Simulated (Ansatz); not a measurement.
Crystal: NiO2.

```
Ni O
1.0
     2.91215    0.00000    0.00000
    -1.45608    2.52200    0.00000
     0.00000    0.00000   10.55527
Ni O
2 4
Direct
  0.00000 0.00000 0.50000
  0.00000 0.00000 0.00000
  0.33333 0.66667 0.58908
  0.33333 0.66667 0.91092
  0.66667 0.33333 0.41092
  0.66667 0.33333 0.08908
```

The cell comes from a database or a generator and needn't be the stable form of this composition.

Base run:

```yaml
Program: Ansatz 0.2.0
Functional: PBEsol
Potentials_or_basis: Ansatz PAW
Cutoff: "420 eV (not typed: the program's choice for these potentials)"
k_mesh: 10 × 10 × 3
Occupations: fermi-dirac, width 0.05 eV
Spin: collinear spin, ferromagnetic start
Starting_moments: "[1.0, 1.0, 0.0, 0.0, 0.0, 0.0] μB"
Hubbard_terms: Ni d U = 8 eV
```

Its results: band gap on the k mesh 0.07 eV, direct; pressure -3.3 GPa; net moment 0.00 μB per cell; largest force 0.158 eV/Å.

Q: The run is repeated on the same cell with these changes: hubbard terms from Ni d U = 8 eV to Ni d U = 3 eV. What comes out?

A: Band gap on the k mesh 1.29 eV, indirect (least direct gap 1.41 eV); pressure -14.9 GPa; net moment 0.00 μB per cell; largest force 0.926 eV/Å.

Caveats: the magnetic or orbital state may not be the lowest; odd divisions of the mesh miss points on the zone boundary, where band edges often lie, so the gap on the mesh can be too wide; the PAW data sets come from PBE, with cores solved anew for the run's functional, which leaves a small shift of forces and pressure; the density of states is complete only up to the lowest level of the last band computed; the starting moments weren't kept.

A k mesh can miss the band edges.
